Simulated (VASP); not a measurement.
Wanted: the native input for a VASP 6.6.1 run.

* Task: single point
* Functional: r2SCAN
* Potentials or basis: VASP PAW PBE potentials, release 64 (Sn_d)
* Cutoff: 520 eV
* k mesh: 14 × 14 × 8
* Occupations: gaussian, width 0.05 eV
* Spin: no spin polarisation
* Dipole correction: no
* Further INCAR settings: ALGO = Normal; EDIFF = 1e-07; NBANDS = 21

The system is Sn.

```
Sn
1.0
     3.32451    0.00000    0.00000
    -1.66225    2.87911    0.00000
     0.00000    0.00000    5.70781
Sn
2
Direct
  0.33333 0.66667 0.75000
  0.66667 0.33333 0.25000
```

The cell was built by a generator and needn't be a form met in nature.

One way to write it, as run:

POSCAR

```
Sn
1.0
    3.3245064470      0.0000000000      0.0000000000
   -1.6622532235      2.8791070381      0.0000000000
    0.0000000000      0.0000000000      5.7078141541
Sn
2
Direct
    0.3333333333      0.6666666667      0.7500000000
    0.6666666667      0.3333333333      0.2500000000
```

INCAR.step1

```
PREC     = Accurate       # precision mode
ENCUT    = 520            # plane-wave cutoff, eV
ISMEAR   = 0              # smearing method
SIGMA    = 0.05           # smearing width, eV
LREAL    = F              # projectors in reciprocal space
LASPH    = T              # aspherical terms in the spheres
NELM     = 100            # most SCF steps
NBANDS   = 21             # bands
GGA      = PE             # functional
ALGO     = Normal         # electronic algorithm
EDIFF    = 1E-4           # SCF threshold, eV
LWAVE    = T              # write WAVECAR
LCHARG   = F              # write CHGCAR
```

INCAR.step2

```
PREC     = Accurate       # precision mode
ENCUT    = 520            # plane-wave cutoff, eV
EDIFF    = 1E-7           # SCF threshold, eV
ISMEAR   = 0              # smearing method
SIGMA    = 0.05           # smearing width, eV
LREAL    = F              # projectors in reciprocal space
LASPH    = T              # aspherical terms in the spheres
NELM     = 100            # most SCF steps
ALGO     = Normal         # electronic algorithm
ISIF     = 2              # what is computed and relaxed
LWAVE    = F              # write WAVECAR
LCHARG   = T              # write CHGCAR
METAGGA  = R2SCAN         # meta-GGA
LMIXTAU  = T            
LELF     = T              # ELF
LVHAR    = T            
NBANDS   = 21             # bands
ISTART   = 1
```

KPOINTS

```
regular mesh
0
Gamma
  14 14 8
```

Potentials or basis: VASP PAW PBE potentials, release 64 (Sn_d).

Launch:

```console
$ cat potpaw_PBE.64/Sn_d/POTCAR > POTCAR
$ cp INCAR.step1 INCAR
$ mpirun -np 1 vasp_std > vasp.out
$ cp INCAR.step2 INCAR
$ mpirun -np 1 vasp_std > vasp.out
```

Results of the run:

| Item | Value |
| --- | --- |
| Pressure | -0.6 GPa |
| Band gap on the k mesh | none (metal or under the smearing width) |

Caveat: the PAW data sets were made with another functional, which shifts forces and pressure a little.

Wall time 4.7 min on 1 thread of Intel(R) Xeon(R) Platinum 8488C (Sapphire Rapids), on a shared host, peak memory 0.26 GiB.
